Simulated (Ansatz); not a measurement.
The system is Ga.

```xyz
2
Lattice="1.3830 -4.0265 0.0000 1.3830 4.0265 0.0000 -0.1174 0.0000 3.3299" Properties=species:S:1:pos:R:3 pbc="T T T"
Ga    1.2949    2.9716    2.4974
Ga    1.3536   -2.9716    0.8325
```

This isn't the form of Ga at room conditions, which is orthorhombic.

Base run:

* Program: Ansatz 0.2.0
* Functional: PBE
* Potentials or basis: Ansatz PAW
* Cutoff: 420 eV (not typed: the program's choice for these potentials)
* k mesh: 7 × 7 × 6
* Occupations: fermi-dirac, width 0.05 eV
* Spin: spin-orbit coupling, no magnetisation

Its results: band gap on the k mesh none (metal or under the smearing width); pressure 2.1 GPa; largest force 0.146 eV/Å.

**Question.** The run is repeated on the same cell with these changes: functional from PBE to PBEsol. What comes out?

**Answer.** Band gap on the k mesh none (metal or under the smearing width); pressure -1.5 GPa; largest force 0.141 eV/Å.

PBEsol binds more tightly than PBE, so the same cell stands under less pressure.

Caveats: the PAW data sets come from PBE, with cores solved anew for the run's functional, which leaves a small shift of forces and pressure (some runs).
